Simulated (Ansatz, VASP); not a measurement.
**Two plane-wave programs on Ti**

```xyz
3
Lattice="2.8192 0.0000 0.0000 -0.9397 2.6580 0.0000 0.0000 0.0000 19.8264" Properties=species:S:1:pos:R:3 pbc="T T T"
Ti    0.9397    1.3290    4.0000
Ti    0.0000    0.0000    6.1694
Ti    0.9397    1.3290    8.3264
```

Alike in both runs: task single point; functional PBE; k mesh 10 × 10 × 1; occupations gaussian, width 0.1 eV; no spin polarisation.

|  | VASP | Ansatz |
| --- | --- | --- |
| version | VASP 6.6.1 | Ansatz 0.2.0 |
| potentials or method | VASP PAW PBE potentials, release 64 (Ti_sv) | scalar-relativistic, plane waves, PAW |
| plane-wave cutoff (eV) | 520 | 420 |
| valence electrons in the cell | 36 | 36 |

|  | VASP | Ansatz | Ansatz less VASP |
| --- | --- | --- | --- |
| gap on the k mesh at the Fermi level (eV) | none | none | - |
| rms of the force components (eV/Å) | 0.012 | 0.011 | -0.0008 |

Atom by atom the forces differ by 0.005 eV/Å (rms over components). A gap of «none» marks a metal or a gap that the smearing closes. Ansatz warned: «vacuum_below_fermi».
